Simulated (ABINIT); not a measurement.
Runs of ABINIT 10.8.3 (patched build) on Au. The structure is cubic, space group Fm-3m (No. 225). Conventional cell: a = 4.070 Å, b = 4.070 Å, c = 4.070 Å, α = 90.00°, β = 90.00°, γ = 90.00°. Around Au (site symmetry m-3m) lie 12 Au at 2.88 Å. 

| task | level | potentials or basis | k mesh | cutoff (eV) | fine-grid cutoff | mesh quality | gap on the mesh (eV) | pressure (GPa) |
| --- | --- | --- | --- | --- | --- | --- | --- | --- |
| single point | PBE | JTH PAW PBE v2.0 | 4 × 4 × 4 | 680 | 1278.94 eV | coarse | none | 13.7 |
| band structure | r2SCAN | JTH PAW LDA v2.0 | 11 × 11 × 11 | 816 | 1414.99 eV | not flagged | none | (a) |
| band structure | PW91 | PseudoDojo NC SR PBE v0.4.1 standard | 11 × 11 × 11 | 1034 | - | not flagged | none | 10.7 |
| single point | PBEsol | JTH PAW PBE v2.0 | 9 × 9 × 9 | 680 | 1278.94 eV | not flagged | none | 2.2 |
| band structure | WC | PseudoDojo NC SR PBEsol v0.4.1 standard | 11 × 11 × 11 | 1034 | - | not flagged | none | (b) |
| band structure | LDA-VWN | PseudoDojo NC SR LDA v0.4.1 standard | 11 × 11 × 11 | 871 | - | not flagged | none | - |

Alike in all rows: no spin polarisation; cell as given; smearing fermi-dirac 0.05 eV.

Task: Fill in the values left out.

Result: (a) 6.8; (b) 2.7.

Caveats: some runs use coarse meshes; spin-orbit coupling is left out, which moves the levels of the heavy elements (some runs); the PAW data sets were made with another functional, which shifts forces and pressure a little (some runs); the potentials were made for another functional, which shifts forces and pressure (some runs).

A k mesh can miss the band edges, and the runs leave out spin-orbit coupling on Au.

A gap of «none» marks a metal or a gap under the smearing width.

The runs don't all hold the same shells in valence.
